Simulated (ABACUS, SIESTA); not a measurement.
This is a calculation of SnO2 (Cassiterite) for SIESTA 5.4.2. 

File SnO2.fdf:

```
SystemName                      Cassiterite
SystemLabel                     SnO2
NumberOfSpecies                 2
NumberOfAtoms                   6
%block ChemicalSpeciesLabel
  1  50 Sn
  2   8 O
%endblock ChemicalSpeciesLabel

LatticeConstant                 1.0 Ang
%block LatticeVectors
     4.7380000000     0.0000000000     0.0000000000
     0.0000000000     4.7380000000     0.0000000000
     0.0000000000     0.0000000000     3.1865000000
%endblock LatticeVectors
AtomicCoordinatesFormat         Fractional
%block AtomicCoordinatesAndAtomicSpecies
     0.5000000000     0.5000000000     0.5000000000  1  Sn
     0.0000000000     0.0000000000     0.0000000000  1  Sn
     0.8071000000     0.1929000000     0.5000000000  2  O
     0.6929000000     0.6929000000     0.0000000000  2  O
     0.1929000000     0.8071000000     0.5000000000  2  O
     0.3071000000     0.3071000000     0.0000000000  2  O
%endblock AtomicCoordinatesAndAtomicSpecies

%block kgrid.MonkhorstPack
    6   0   0  0.0
    0   6   0  0.0
    0   0   8  0.0
%endblock kgrid.MonkhorstPack
XC.Functional                   GGA
XC.Authors                      PBEsol
PAO.BasisSize                   DZP
PAO.EnergyShift                 0.003 Ry
Mesh.Cutoff                     800 Ry
OccupationFunction              FD
ElectronicTemperature           0.05 eV
MaxSCFIterations                120
SCF.MustConverge                false
SCF.Mixer.Method                Pulay
SCF.Mixer.Weight                0.25
SCF.Mixer.History               8
SCF.DM.Tolerance                5.0e-05
SCF.H.Tolerance                 1.0e-03 eV
WriteForces                     true
Charge.Mulliken                 end
Charge.Hirshfeld                end
Charge.Voronoi                  end
SaveRho                         true
SaveElectrostaticPotential      true
%block PAO.Basis
  Sn 4
  n=5 0 2
    6.406 0.000
  n=5 1 2
    8.599 0.000
  n=4 2 2
    3.767 0.000
  n=5 2 1
    8.599
%endblock PAO.Basis
```

Potentials or basis: PseudoDojo 0.4 standard (PBEsol files), converted to PSML, two zetas on semicore shells, DZP (energy shift 0.003 Ry; two zetas on semicore shells).

Run with:

```console
$ siesta SnO2.fdf > SnO2.out 2>&1
```

**Question.** What does the same run look like in ABACUS 3.10.1? Potentials or basis there: PseudoDojo NC SR 0.4.1 PBEsol standard, plane waves, cutoff 1143 eV.

**Answer.** As run (cutoffs and basis follow the program's own potentials, and thresholds, step limits or extra output files can differ):

INPUT

```
INPUT_PARAMETERS
suffix              SnO2
calculation         scf
basis_type          pw
pseudo_dir          ./
symmetry            1
dft_functional      pbesol
ecutwfc             84
pseudo_rcut         7
nspin               1
nbands              32
ks_solver           dav
smearing_method     fd
smearing_sigma      0.00367493
scf_thr             1e-08
scf_nmax            100
mixing_type         broyden
mixing_beta         0.7
cal_force           1
cal_stress          1
kpar                4
```

Contents of STRU:

```
ATOMIC_SPECIES
Sn 118.7100 Sn.upf
O 15.9990 O.upf

LATTICE_CONSTANT
1.8897261246

LATTICE_VECTORS
4.7380000000 0.0000000000 0.0000000000
0.0000000000 4.7380000000 0.0000000000
0.0000000000 0.0000000000 3.1865000000

ATOMIC_POSITIONS
Direct

Sn
0.0
2
0.5000000000 0.5000000000 0.5000000000 1 1 1
0.0000000000 0.0000000000 0.0000000000 1 1 1

O
0.0
4
0.8071000000 0.1929000000 0.5000000000 1 1 1
0.6929000000 0.6929000000 0.0000000000 1 1 1
0.1929000000 0.8071000000 0.5000000000 1 1 1
0.3071000000 0.3071000000 0.0000000000 1 1 1
```

Contents of KPT:

```
K_POINTS
0
Gamma
6 6 8 0 0 0
```

Potentials or basis: PseudoDojo NC SR 0.4.1 PBEsol standard, plane waves.

The run is started by

```bash
$ OMP_NUM_THREADS=1 mpirun -np 4 abacus > log
```

Both were run:

|  | SIESTA | ABACUS |
| --- | --- | --- |
| Pressure | 11.2 GPa | 6.0 GPa |
| Largest force | 0.223 eV/Å | 0.218 eV/Å |

The two runs disagree by more than potentials and bases usually give (in gap, levels, pressure or energy); the cause wasn't traced.

The cell lies far from this level's equilibrium.

Pressure is positive in compression.
